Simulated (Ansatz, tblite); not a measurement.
## A script for ZnO (GFN1-xTB)

These are simulated results from tblite 0.8.0, not measurements. The cell was built from a prototype and was relaxed with r2SCAN in plane waves (Ansatz 0.2.0). Not every such cell is a known phase. All runs are without spin polarisation.

It is hexagonal, P6_3/mmc (No. 194); conventional cell a = 2.977 Å, c = 5.126 Å, 9.83 Å³ an atom. Zn is surrounded by 6 O at 2.14 Å; O is surrounded by 6 Zn at 2.14 Å.

tblite solves periodic systems at the zone centre alone, so the script builds a cluster of 4×4×2 conventional cells (128 atoms), which folds in a coarse mesh of k points.

Input script:

```python
import json
from ase import Atoms
from ase.build import make_supercell
from ase.units import Bohr, GPa, Hartree
from tblite.interface import Calculator

atoms = Atoms(['Zn', 'Zn', 'O', 'O'],
              cell=[[2.976861, 0.0, 0.0], [-1.48843, 2.578037, 0.0], [0.0, 0.0, 5.125634]],
              scaled_positions=[[-0.0, -0.0, 0.0], [-0.0, -0.0, 0.5], [0.333333, 0.666667, 0.25], [0.666667, 0.333333, 0.75]],
              pbc=True)
cluster = make_supercell(atoms, [[4, 0, 0], [0, 4, 0], [0, 0, 2]])
calc = Calculator('GFN1-xTB', cluster.numbers, cluster.positions / Bohr, lattice=cluster.cell[:] / Bohr, periodic=cluster.pbc)
calc.set('temperature', 0.02 / Hartree)
calc.set('max-iter', 150)
res = calc.singlepoint()
levels = res.get('orbital-energies') * Hartree
nv = round(res.get('orbital-occupations').sum() / 2)
cells = len(cluster) // len(atoms)
out = {'energy_per_cell': res.get('energy') * Hartree / cells, 'homo': levels[nv - 1], 'lumo': levels[nv],
       'stress': (-res.get('virial') * Hartree / cluster.get_volume() / GPa).tolist(), 'charges': res.get('charges')[:len(atoms)].tolist(), 'electrons': 2 * nv / cells}
json.dump(out, open('results.json', 'w'))
for key, value in out.items():
    print(key, value)
```

Command: `python run.py`. It took 8.1 s on 1 thread of Arm Neoverse V1, with other jobs on the host, peak memory 0.13 GiB.

What it printed:

```
------------------------------------------------------------
  cycle        total energy    energy error   density error
------------------------------------------------------------
      1     -287.5702039211  -2.8686323E+02   1.2770610E+00
      2     -328.7146353770  -4.1144431E+01   5.6346436E-01
      3     -344.7705991101  -1.6055964E+01   3.4377862E-01
      4     -346.3842658894  -1.6136668E+00   6.4279716E-02
      5     -346.5337355640  -1.4946967E-01   3.6481009E-02
      6     -346.6776488019  -1.4391324E-01   1.5297522E-02
      7     -346.6841822865  -6.5334846E-03   9.8954990E-03
      8     -346.6899090147  -5.7267282E-03   6.7535771E-03
      9     -346.6916620792  -1.7530645E-03   3.7650974E-03
     10     -346.6923178659  -6.5578667E-04   1.8008622E-03
     11     -346.6924893292  -1.7146325E-04   1.0570859E-03
     12     -346.6925410995  -5.1770299E-05   5.2785526E-04
     13     -346.6925576344  -1.6534992E-05   2.9691151E-04
     14     -346.6925512255   6.4089363E-06   3.5581893E-04
     15     -346.6925582313  -7.0057426E-06   2.3949406E-04
     16     -346.6925638413  -5.6100149E-06   5.3118170E-05
     17     -346.6925640621  -2.2078922E-07   2.2436745E-05
     18     -346.6925640838  -2.1747212E-08   1.4112991E-05
------------------------------------------------------------

 total:                                   7.376 sec
energy_per_cell -294.8120372831919
homo -20.235615531114796
lumo -20.23561480468394
stress [[37.46804838310474, -0.0034207136000660603, -8.038022145049615e-06], [-0.0034207136000664784, 37.46410494320618, -8.037460762398822e-06], [-8.038022145229623e-06, -8.03746076243624e-06, 36.959240052041686]]
charges [0.40428463145869264, 0.40427122297247253, -0.4042817092793618, -0.4042908681021484]
electrons 16.0
```

The cycle table is in hartree for the whole cluster, and the lines after it are in eV (the energy for one cell). The printed stress is in GPa and positive in compression, and the pressure is its mean diagonal.

GFN1-xTB gives no gap at the points read. On the same cell, plane-wave PBE (Ansatz, 12×12×6 k points and the special points) gives a gap of 0.75 eV and r2SCAN a gap of 1.36 eV; on shared hosts these took about 5 and 11 core-seconds on the 4-atom cell, against 8.1 for the script. Semilocal gaps usually lie below measured ones. This method closes a gap that PBE finds, a failure in kind.

The same script was run on cells scaled at fixed shape and fractional coordinates:

```json
{"volume (Å³/atom)": "8.65", "energy (meV/atom)": "379.7", "pressure (GPa, positive in compression)": "68.69", "gap (eV)": "0.00"}
{"volume (Å³/atom)": "9.24", "energy (meV/atom)": "161.2", "pressure (GPa, positive in compression)": "50.84", "gap (eV)": "0.00"}
{"volume (Å³/atom)": "9.83", "energy (meV/atom)": "0.0", "pressure (GPa, positive in compression)": "37.30", "gap (eV)": "0.00"}
{"volume (Å³/atom)": "10.42", "energy (meV/atom)": "-117.4", "pressure (GPa, positive in compression)": "26.91", "gap (eV)": "0.00"}
{"volume (Å³/atom)": "11.01", "energy (meV/atom)": "-201.9", "pressure (GPa, positive in compression)": "18.80", "gap (eV)": "0.00"}
```

The minimum lies beyond the largest of these volumes.

xTB was fitted mostly to molecules, and a small cluster samples few k points, so gaps, pressures and kinks along a curve can be far from a solid's.
